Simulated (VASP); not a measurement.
# Te (R-3m) in VASP: settings compared

The runs below take Te through single point, with PBE, PBE+D4, PBEsol+D4.

Program: VASP 6.6.1. These are calculated values, not measurements. Logs are shortened: lines on timing, memory, paths and dates and some standing lists are left out, and cuts for length are marked.

### Step 1. The crystal as given

The structure is trigonal, space group R-3m (No. 166). The conventional cell has a = 4.612 Å, b = 4.612 Å, c = 5.073 Å, α = 90.00°, β = 90.00°, γ = 120.00°. Around Te (site symmetry -3m) lie 6 Te at 3.15 Å.

This isn't the form of Te at room conditions, which is trigonal, of chains.

### Step 2. Single point, PBE

Contents of INCAR:

```
SYSTEM = Te
ALGO = Normal
EDIFF = 1E-6
ENCUT = 520
GGA = PE
ISIF = 2
ISMEAR = -1
LASPH = .True.
LCHARG = .True.
LELF = .True.
LREAL = .False.
LVHAR = .True.
LWAVE = .False.
NBANDS = 9
NELM = 100
PREC = Accurate
SIGMA = 0.04
```

Contents of KPOINTS:

```
k-points
0
Gamma
  5 5 5
  0 0 0
```

Contents of POSCAR:

```
Te
1.0
    2.3059043427      1.3313144930      1.6909537039
   -2.3059043427      1.3313144930      1.6909537039
    0.0000000000     -2.6626289860      1.6909537039
Te
1
Direct
    0.5000000000      0.5000000000      0.5000000000
```

Potentials or basis: VASP PAW PBE potentials, release 64 (Te).

The run is started by

```sh
$ cat potpaw_PBE.64/Te/POTCAR > POTCAR
$ mpirun -np 1 vasp_std > vasp.out
```

OUTCAR:

```text
SYSTEM = Te
   EDIFF = 1E-6
   ENCUT = 520
   GGA = PE
   ISIF = 2
   ISMEAR = -1
   LASPH = .True.
   LREAL = .False.
   NELM = 100
   PREC = Accurate

 ion  position               nearest neighbor table
   1  0.500  0.500  0.500-

  LATTYP: Found a trigonal (rhomboedric) cell.
 ALAT       =     3.1541904739
 COS(alpha) =    -0.0688991668

  Lattice vectors:

 A1 = (   2.3059043427,   1.3313144930,   1.6909537039)
 A2 = (  -2.3059043427,   1.3313144930,   1.6909537039)
 A3 = (   0.0000000000,  -2.6626289860,   1.6909537039)

Analysis of symmetry for initial positions (statically):
=====================================================================
 Subroutine PRICEL returns:
 Original cell was already a primitive cell.

 Routine SETGRP: Setting up the symmetry group for a
 trigonal (rhombohedral) supercell.

 Subroutine GETGRP returns: Found 12 space group operations
 (whereof 12 operations were pure point group operations)
 out of a pool of 12 trial point group operations.

The static configuration has the point symmetry D_3d.

Analysis of symmetry for dynamics (positions and initial velocities):
=====================================================================
 Subroutine PRICEL returns:
 Original cell was already a primitive cell.

 Routine SETGRP: Setting up the symmetry group for a
 trigonal (rhombohedral) supercell.

 Subroutine GETGRP returns: Found 12 space group operations
 (whereof 12 operations were pure point group operations)
 out of a pool of 12 trial point group operations.

The dynamic configuration has the point symmetry D_3d.

 Subroutine INISYM returns: Found 12 space group operations
 (whereof 12 operations are pure point group operations),
 and found     1 'primitive' translations

----------------------------------------------------------------------------------------

                                     Primitive cell

  volume of cell :      31.1462

  direct lattice vectors                    reciprocal lattice vectors
     2.305904343  1.331314493  1.690953704     0.216834667  0.125189553  0.197127415
    -2.305904343  1.331314493  1.690953704    -0.216834667  0.125189553  0.197127415
     0.000000000 -2.662628986  1.690953704     0.000000000 -0.250379107  0.197127415

  length of vectors
     3.154190474  3.154190474  3.154190474     0.318667405  0.318667405  0.318667405

  position of ions in fractional coordinates (direct lattice)
     0.500000000  0.500000000  0.500000000

  ion indices of the primitive-cell ions
   primitive index   ion index
                 1           1

----------------------------------------------------------------------------------------

 KPOINTS: k-points

Automatic generation of k-mesh.
 Grid dimensions read from file:
 generate k-points for:    5    5    5

 Generating k-lattice:

  Cartesian coordinates                     Fractional coordinates (reciprocal lattice)
     0.043366933  0.025037911  0.039425483     0.200000000  0.000000000  0.000000000
    -0.043366933  0.025037911  0.039425483     0.000000000  0.200000000  0.000000000
     0.000000000 -0.050075821  0.039425483     0.000000000  0.000000000  0.200000000

  Length of vectors
     0.063733481  0.063733481  0.063733481

  Shift w.r.t. Gamma in fractional coordinates (k-lattice)
     0.000000000  0.000000000  0.000000000

 Subroutine IBZKPT returns following result:
 ===========================================

 Found     19 irreducible k-points:

 Following reciprocal coordinates:
            Coordinates               Weight
  0.000000  0.000000  0.000000      1.000000
  0.200000  0.000000  0.000000      6.000000
  0.400000  0.000000  0.000000      6.000000
  0.200000  0.200000  0.000000      6.000000
  0.400000  0.200000  0.000000     12.000000
 -0.400000  0.200000 -0.000000     12.000000
[... 11 lines left out ...]
  0.400000  0.400000  0.400000      2.000000
 -0.400000  0.400000  0.400000      6.000000
   k-points           NKPTS =     19   k-points in BZ     NKDIM =     19   number of bands    NBANDS=      9
   number of dos      NEDOS =    301   number of ions     NIONS =      1
   total plane-waves  NPLWV =  13824
   dimension x,y,z NGX =    24 NGY =   24 NGZ =   24
   dimension x,y,z NGXF=    48 NGYF=   48 NGZF=   48
   ions per type =               1
   NGX,Y,Z   is equivalent  to a cutoff of  12.65, 12.65, 12.65 a.u.
   NGXF,Y,Z  is equivalent  to a cutoff of  25.30, 25.30, 25.30 a.u.
 SYSTEM =  Te
   PREC   = accura    normal or accurate (medium, high low for compatibility)
   ISTART =      0    job   : 0-new  1-cont  2-samecut
   ICHARG =      2    charge: 1-file 2-atom 10-const
   ISPIN  =      1    spin polarized calculation?
   LNONCOLLINEAR =      F non collinear calculations
   LSORBIT =      F    spin-orbit coupling
   LASPH  =      T    aspherical Exc in radial PAW
   ENCUT  =  520.0 eV  38.22 Ry    6.18 a.u.   5.86  5.86  5.86*2*pi/ulx,y,z
   NELM   =    100;   NELMIN=  2; NELMDL= -5     # of ELM steps
   EDIFF  = 0.1E-05   stopping-criterion for ELM
   LREAL  =      F    real-space projection
   EDIFFG = 0.1E-04   stopping-criterion for IOM
   NSW    =      0    number of steps for IOM
   IBRION =     -1    ionic relax: 0-MD 1-quasi-New 2-CG
   NFREE  =      0    steps in history (QN), initial steepest desc. (CG)
   ISIF   =      2    stress and relaxation
   ISYM   =      2    0-nonsym 1-usesym 2-fastsym
   POTIM  = 0.5000    time-step for ionic-motion
   TEBEG  =    0.0;   TEEND  =   0.0 temperature during run
   PSTRESS=    0.0 pullay stress
   NELECT =       6.0000    total number of electrons
   NUPDOWN=      -1.0000    fix difference up-down
   EMIN   =  10.00;   EMAX   =-10.00  energy-range for DOS
   EFERMI =   0.00;   METHOD = LEGACY
   ISMEAR =    -1;   SIGMA  =   0.04  broadening in eV -4-tet -1-fermi 0-gaus
   EFERMI_NEDOS =   21; number of points for ismear=-14 and -15
   IALGO  =     38    algorithm
   IMIX   =      4    mixing-type and parameters
     AMIX     =   0.40;   BMIX     =  1.00
     AMIX_MAG =   1.60;   BMIX_MAG =  1.00
  volume/ion in A,a.u.               =      31.15       210.18
  Fermi-wavevector in a.u.,A,eV,Ry     =   0.945490  1.786717 12.162947  0.893951
  Thomas-Fermi vector in A             =   2.073397
   LORBIT       =      0    0 simple, 1 ext, 2 COOP (PROOUT), +10 PAW based schemes
   GGA     = PE    functional components
   LHFCALC =     F    Hartree Fock is set to
   AEXX    =    0.0000 exact exchange contribution
   IVDW    =     0    specifies the selected vdW correction
   LEPSILON=     F    determine dielectric tensor
   LRPA    =     F    only Hartree local field effects (RPA)
 non-spin polarized calculation
  energy-cutoff  :      520.00
  volume of cell :       31.15
 maximum number of plane-waves:       855
   NGX = 11   NGY = 11   NGZ = 11

 number of electron       5.9999999 magnetization

 Free energy of the ion-electron system (eV)
  ---------------------------------------------------
  ext. energy  EPLUGINS =         0.00000000
  ---------------------------------------------------
  free energy    TOTEN  =        -2.92721179 eV

  energy without entropy =       -2.91705783  energy(sigma->0) =       -2.92213481

 E-fermi :   6.5684     XC(G=0):  -9.5160

 val. band max:        6.5598661077   @ k =  -0.4000   0.2000   0.2000
 cond. band min:       6.7903314450   @ k =  -0.4000   0.2000   0.2000
 fundamental gap:      0.2304653373
 Fermi energy:         6.5683738642

 k-point     1 :       0.0000    0.0000    0.0000
  band No.  band energies     occupation
      1      -6.9044      2.00000
      2       8.0235      0.00000
      3       8.5134      0.00000
      4       8.5134      0.00000
      5      13.1361      0.00000
      6      13.1361      0.00000
      7      13.7883      0.00000
      8      23.8990      0.00000
      9      24.0884      0.00000

 k-point     2 :       0.2000    0.0000    0.0000
  band No.  band energies     occupation
      1      -6.4183      2.00000
      2       4.8446      2.00000
      3       8.5840      0.00000
      4       8.9072      0.00000
      5      13.5901      0.00000
      6      14.1026      0.00000
      7      17.6807      0.00000
      8      20.2365      0.00000
      9      20.2806      0.00000

 k-point     3 :       0.4000    0.0000    0.0000
  band No.  band energies     occupation
      1      -5.3053      2.00000
      2       1.3449      2.00000
      3       9.3614      0.00000
      4       9.7017      0.00000
      5      14.5607      0.00000
      6      15.6275      0.00000
      7      17.3081      0.00000
      8      18.1275      0.00000
      9      19.3406      0.00000

 k-point     4 :       0.2000    0.2000    0.0000
  band No.  band energies     occupation
      1      -5.8847      2.00000
      2       5.0768      2.00000
      3       5.0786      2.00000
      4       9.1380      0.00000
      5      14.4116      0.00000
      6      17.1788      0.00000
      7      18.4431      0.00000
      8      19.5367      0.00000
      9      20.6938      0.00000

 k-point     5 :       0.4000    0.2000    0.0000
  band No.  band energies     occupation
      1      -4.7704      2.00000
      2       1.6961      2.00000
      3       6.0373      2.00000
      4       9.9254      0.00000
      5      13.8153      0.00000
      6      15.7172      0.00000
      7      18.4646      0.00000
      8      19.1714      0.00000
      9      20.2036      0.00000

 k-point     6 :      -0.4000    0.2000   -0.0000
  band No.  band energies     occupation
      1      -4.8702      2.00000
      2       1.9201      2.00000
      3       6.4599      1.87539
      4       9.9316      0.00000
      5      12.8245      0.00000
      6      15.5065      0.00000
      7      17.9642      0.00000
      8      18.9989      0.00000
      9      20.4542      0.00000
[... 109 lines left out ...]
 k-point    16 :      -0.2000    0.4000    0.2000
  band No.  band energies     occupation
      1      -4.3759      2.00000
      2       2.2131      2.00000
      3       6.5465      1.26630
      4       7.2160      0.00000
      5      13.4083      0.00000
      6      14.9107      0.00000
      7      17.1271      0.00000
      8      18.9168      0.00000
      9      20.9056      0.00000

 k-point    17 :      -0.4000   -0.4000    0.2000
  band No.  band energies     occupation
      1      -3.2475      2.00000
      2       2.9241      2.00000
      3       3.4383      2.00000
      4       7.9806      0.00000
      5      11.0776      0.00000
      6      14.5793      0.00000
      7      15.2653      0.00000
      8      18.9540      0.00000
      9      20.3800      0.00000

 k-point    18 :       0.4000    0.4000    0.4000
  band No.  band energies     occupation
      1      -1.9188      2.00000
      2       3.7298      2.00000
      3       3.7298      2.00000
      4       4.6374      2.00000
      5      11.6743      0.00000
      6      11.8968      0.00000
      7      11.8968      0.00000
      8      17.6461      0.00000
      9      27.0222      0.00000

 k-point    19 :      -0.4000    0.4000    0.4000
  band No.  band energies     occupation
      1      -2.1094      2.00000
      2       3.8352      2.00000
      3       4.1959      2.00000
      4       4.5750      2.00000
      5      11.4717      0.00000
      6      11.6263      0.00000
      7      12.9630      0.00000
      8      16.0943      0.00000
      9      25.8017      0.00000

------------------------ aborting loop because EDIFF is reached ----------------------------------------

  FORCE on cell =-STRESS in cart. coord.  units (eV):
  Direction    XX          YY          ZZ          XY          YZ          ZX
  --------------------------------------------------------------------------------------
  -------------------------------------------------------------------------------------
  Total        0.3805743      0.3805743      0.3151781      0.0000000      0.0000000      0.0000000
  in kB       19.5769542     19.5769542     16.2129351      0.0000000      0.0000000      0.0000000
  external PRESSURE =      18.4556145 kB  Pullay stress =       0.0000000 kB

 VOLUME and BASIS-vectors are now :
 -----------------------------------------------------------------------------
  energy-cutoff  :      520.00
  volume of cell :       31.15
      direct lattice vectors                 reciprocal lattice vectors
     2.305904343  1.331314493  1.690953704     0.216834667  0.125189553  0.197127415
    -2.305904343  1.331314493  1.690953704    -0.216834667  0.125189553  0.197127415
     0.000000000 -2.662628986  1.690953704     0.000000000 -0.250379107  0.197127415

 POSITION                                       TOTAL-FORCE (eV/Angst)
 -----------------------------------------------------------------------------------
      0.00000      0.00000      2.53643         0.000000      0.000000     -0.000000
 -----------------------------------------------------------------------------------
    total drift:                                0.000000      0.000000     -0.000000

  FREE ENERGIE OF THE ION-ELECTRON SYSTEM (eV)
  ---------------------------------------------------
  free  energy   TOTEN  =        -2.9272117852 eV

  energy  without entropy=       -2.9170578331  energy(sigma->0) =       -2.92213481
```

It took 2.8 s on 1 thread of Intel Xeon Platinum 8488C (Sapphire Rapids), shared host; peak memory 0.13 GiB.

Results:

- Free energy: -2.9272 eV
- Pressure: 1.8 GPa
- Band gap on the k mesh: none (metal or under the smearing width)

Caveat: the k mesh is coarse (spacing up to 0.40 Å⁻¹), so the values aren't converged. Spin-orbit coupling is left out, which matters for the levels of Te.

### Step 3. Single point, PBE+D4, non-collinear spin, zero start, spin-orbit coupling (volume scaled by 1.08)

Contents of INCAR:

```
PREC = Accurate ; ENCUT = 520
EDIFF = 1E-6 ; ISMEAR = -1
SIGMA = 0.05 ; LREAL = F
LASPH = T ; NELM = 150
ALGO = Normal ; ISIF = 2
LWAVE = F ; LCHARG = F
MAGMOM = 0 0 0 ; LORBIT = 11
LSORBIT = T ; GGA_COMPAT = F
LORBMOM = T ; GGA = PE
IVDW = 13 ; NBANDS = 17
```

Contents of KPOINTS:

```
Automatic mesh
0
Gamma
  7 7 7
```

Contents of POSCAR:

```
Te
1.0
    2.3658245768      1.3659094563      1.7348940964
   -2.3658245768      1.3659094563      1.7348940964
    0.0000000000     -2.7318189126      1.7348940964
Te
1
Direct
    0.5000000000      0.5000000000      0.5000000000
```

Potentials or basis: VASP PAW PBE potentials, release 64 (Te).

The run is started by

```sh
$ cat potpaw_PBE.64/Te/POTCAR > POTCAR
$ mpirun -np 1 vasp_ncl > vasp.out
```

Run time: 16 s. Hardware: 1 thread of Intel Xeon Platinum 8488C (Sapphire Rapids), shared host; peak memory 0.21 GiB.

The run converged. Its results:

```
Free energy                                           : -3.6603 eV
Pressure                                              : -3.6 GPa
Net moment                                            : 0.00 μB per cell
Valence electrons inside the program's atomic spheres : Te 3.24
Dispersion energy per atom                            : -0.478 eV
```

Stress tensor (GPa, compression positive):
```
-3.86  0.00  0.00
 0.00 -3.86  0.00
 0.00  0.00 -2.98
```

Moments on the atoms (μB; x, y, z):
```
Te  0.00 0.00 0.00
```

### Step 4. Single point, PBEsol+D4, non-collinear spin, zero start, spin-orbit coupling (volume scaled by 1.04)

Contents of INCAR:

```
PREC = Accurate
ENCUT = 520
EDIFF = 1E-6
ISMEAR = -1
SIGMA = 0.025
LREAL = False
LASPH = True
NELM = 150
ALGO = Normal
ISIF = 2
LWAVE = False
LCHARG = False
LNONCOLLINEAR = True
MAGMOM = 0 0 0
LORBIT = 11
LSORBIT = True
GGA_COMPAT = False
LORBMOM = True
GGA = PS
IVDW = 13
NBANDS = 17
```

Contents of KPOINTS:

```
regular mesh
0
Gamma
  9 9 9
```

Contents of POSCAR:

```
Te
1.0
    2.3362486691      1.3488337980      1.7132056465
   -2.3362486691      1.3488337980      1.7132056465
    0.0000000000     -2.6976675961      1.7132056465
Te
1
Direct
    0.5000000000      0.5000000000      0.5000000000
```

The run is started by

```sh
$ cat potpaw_PBE.64/Te/POTCAR > POTCAR
$ mpirun -np 1 vasp_ncl > vasp.out
```

Run time: 37 s. Hardware: 1 thread of Intel Xeon Platinum 8259CL at 2.50GHz (Skylake/Cascade Lake), shared host; peak memory 0.23 GiB.

The run converged. Its results:

* Free energy: -3.9031 eV
* Pressure: -3.1 GPa
* Net moment: 0.00 μB per cell
* Valence electrons inside the program's atomic spheres: Te 3.25
* Dispersion energy per atom: -0.285 eV

Stress tensor (GPa, compression positive):
```
-3.25  0.00  0.00
 0.00 -3.25  0.00
 0.00  0.00 -2.71
```

Moments on the atoms (μB; x, y, z):
```
Te  0.00 0.00 0.00
```

Caveat: the PAW data sets were made with another functional, which shifts forces and pressure a little.

### Step 5. Summary

| level | spin | cell | k mesh | smearing | mesh quality | pressure (GPa) | moment (μB) |
| --- | --- | --- | --- | --- | --- | --- | --- |
| PBE | off | as given | 5 × 5 × 5 | fermi-dirac 0.04 eV | coarse | 1.8 | - |
| PBE+D4 | non-collinear, zero start, SOC | volume scaled by 1.08 | 7 × 7 × 7 | fermi-dirac 0.05 eV | not flagged | -3.6 | 0.00 |
| PBEsol+D4 | non-collinear, zero start, SOC | volume scaled by 1.04 | 9 × 9 × 9 | fermi-dirac 0.025 eV | not flagged | -3.1 | 0.00 |

Alike in all rows: task single point; potentials or basis VASP PAW PBE potentials, release 64 (Te); cutoff (eV) 520.

Caveats: some runs use coarse meshes; the PAW data sets were made with another functional, which shifts forces and pressure a little (some runs).

Absolute energies hang on the potentials; compare differences alone.
